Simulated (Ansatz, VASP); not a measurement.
**Two plane-wave programs on N**

Contents of INCAR:

```
SYSTEM = N
  PREC = Accurate
  ENCUT = 520
  EDIFF = 1E-7
  ISMEAR = 0
  SIGMA = 0.05
  LREAL = .FALSE.
  LASPH = .TRUE.
  NELM = 80
  ALGO = Normal
  ISIF = 2
  LWAVE = .FALSE.
  LCHARG = .FALSE.
  GGA = PS
  NBANDS = 18
```

File KPOINTS:

```
Automatic mesh
0
G
  6 6 4
  0 0 0
```

The input POSCAR:

```
N
1.0
    4.1672328106      0.0000000000      0.0000000000
   -2.0836164053      3.6089294775      0.0000000000
    0.0000000000      0.0000000000      7.0060035100
N
4
Direct
    0.3021606544      0.6043213087      0.3931606673
    0.3333333333      0.6666666667      0.1710699600
    0.6666666667      0.3333333333      0.8289300400
    0.6666666667      0.3333333333      0.6710699600
```

Input for Ansatz:

```yaml
crystal:
  lattice:
    - [4.1672328106, 0.0, 0.0]
    - [-2.0836164053, 3.6089294775, 0.0]
    - [0.0, 0.0, 7.00600351]
  atoms:
    - { symbol: "N", position: [0.3021606544, 0.6043213087, 0.3931606673] }
    - { symbol: "N", position: [0.3333333333, 0.6666666667, 0.17106996] }
    - { symbol: "N", position: [0.6666666667, 0.3333333333, 0.82893004] }
    - { symbol: "N", position: [0.6666666667, 0.3333333333, 0.67106996] }
basis:
  ecutwfc: 420
kpoints:
  mp_grid: { grid: [6, 6, 4] }
hamiltonian:
  xc: pbesol
scf:
  occupations: { method: gaussian, width: 0.05 }
output:
  forces: true
  stress: true
  eigenvalues: true
```

Alike in both runs: task single point; functional PBEsol; k mesh 6 × 6 × 4; occupations gaussian, width 0.05 eV; no spin polarisation.

|  | VASP | Ansatz |
| --- | --- | --- |
| version | VASP 6.6.1 | Ansatz 0.2.0 |
| potentials or method | VASP PAW PBE potentials, release 64 (N) | scalar-relativistic, plane waves, PAW |
| plane-wave cutoff (eV) | 520 | 420 |
| valence electrons in the cell | 20 | 20 |

Ansatz gave:

```
gap on the k mesh at the Fermi level (eV)       : 3.18
least direct gap on the mesh (eV)               : 3.27
pressure (GPa)                                  : -11.8
largest component of the traceless stress (GPa) : 23.32
rms of the force components (eV/Å)              : 5.964
```

Question: What did VASP give for the same quantities?

Answer: gap on the k mesh at the Fermi level (eV): 3.18; least direct gap on the mesh (eV): 3.27; pressure (GPa): -10.9; largest component of the traceless stress (GPa): 21.30; rms of the force components (eV/Å): 5.936.

Atom by atom the forces differ by 0.706 eV/Å (rms over components). The functional is the same, so the differences come from potentials, cutoffs and numerics.

Caveats: the standard files for N, O and F lose accuracy on very short bonds; the PAW data sets were made with another functional, which shifts forces and pressure a little (VASP). A k mesh can miss the band edges.
